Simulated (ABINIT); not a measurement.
AgBr:

```
CELL_PARAMETERS angstrom
0.00000 2.87015 2.87015
2.87015 0.00000 2.87015
2.87015 2.87015 0.00000
ATOMIC_POSITIONS crystal
Ag 0.00000 0.00000 0.00000
Br 0.50000 0.50000 0.50000
```

Base run:

| Item | Value |
| --- | --- |
| Program | ABINIT 10.8.3 (patched build) |
| Functional | AM05 |
| Potentials or basis | JTH PAW PBE v2.0 |
| Cutoff | 463 eV |
| k mesh | 8 × 8 × 8 |
| Occupations | fermi-dirac, width 0.05 eV |
| Spin | no spin polarisation |

Its results: band gap on the k mesh 0.59 eV, indirect (least direct gap 2.53 eV); pressure -0.7 GPa.

**Question.** The run is repeated on the same cell with these changes: functional from AM05 to revPBE; spin from no spin polarisation to spin-orbit coupling, no magnetisation. What comes out?

**Answer.** Band gap on the k mesh 0.71 eV, indirect (least direct gap 2.54 eV); pressure 4.4 GPa.

Several settings changed at once, so the effect can't be laid on one alone.

Caveats: the PAW data sets were made with another functional, which shifts forces and pressure a little.
